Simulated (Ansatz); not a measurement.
How far is PAW off for Hf?

```xyz
2
Lattice="3.1967 0.0000 0.0000 -1.5983 2.7684 0.0000 0.0000 0.0000 5.0578" Properties=species:S:1:pos:R:3 pbc="T T T"
Hf    0.0000    1.8456    1.2645
Hf    1.5983    0.9228    3.7934
```

Atoms are numbered in the order listed.

The cell is COD entry 9008501, as deposited and not checked against the literature; nothing was relaxed.

No spin–orbit coupling, which matters for the heavy atoms here.

All numbers are computed: DFT, PBEsol, PAW with Ansatz's default frozen-core files, scalar-relativistic (Ansatz 0.2.0); DFT, PBEsol, all-electron LAPW, scalar-relativistic (Ansatz 0.2.0).

For PAW: a Γ-centred 13×13×7 k mesh, Fermi–Dirac smearing of 0.05 eV, cutoff 420 eV, no spin polarisation; the PAW files were made with PBE, and the program remakes their frozen cores for this functional. LAPW targets a basis error of 0.5 meV/atom. The Ansatz runs share mesh, smearing and spin set-up. Plane-wave (PAW) pressures include the program's estimate of the Pulay term.

Stress and pressure are positive in compression.

Levels count from the Fermi level.

```tsv
quantity	PAW	LAPW
pressure (GPa)	-3.73	-3.70
stress xx (GPa)	-3.66	-3.63
stress zz (GPa)	-3.86	-3.84
highest filled level at L (eV)	-0.993	-0.993
lowest empty level at L (eV)	1.190	1.190
highest filled level at H (eV)	-0.188	-0.188
lowest empty level at H (eV)	2.502	2.502
highest filled level at Γ (eV)	-3.721	-3.721
lowest empty level at Γ (eV)	0.663	0.662
```

PAW's pressure differs from the LAPW value by -0.02 GPa.
